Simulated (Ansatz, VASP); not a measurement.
Rh: VASP beside Ansatz

```
CELL_PARAMETERS angstrom
2.47644 0.00000 0.00000
0.00000 2.47644 0.00000
0.00000 0.00000 2.47644
ATOMIC_POSITIONS crystal
Rh 0.00000 0.00000 0.00000
```

Alike in both runs: task single point; functional BLYP; k mesh 14 × 14 × 14; occupations fermi-dirac, width 0.1 eV; no spin polarisation.

|  | VASP | Ansatz |
| --- | --- | --- |
| version | VASP 6.6.1 | Ansatz 0.2.0 |
| potentials or method | VASP PAW PBE potentials, release 64 (Rh_pv) | plane waves (420 eV) with PAW, scalar-relativistic |
| plane-wave cutoff (eV) | 520 | 420 |
| valence electrons in the cell | 15 | 17 |

Ansatz gave:

```
pressure (GPa) : 26.9
```

Problem. Estimate VASP's values.

Solution. Pressure (GPa): 27.6.

The functional is the same, so the differences come from potentials, cutoffs and numerics. The two sets of potentials don't hold the same shells in valence.

Caveats: so large a pressure means that the cell lies far from this level's equilibrium, or that cutoff or potentials fall short (VASP); the potentials were made for another functional, which shifts forces and pressure (VASP).
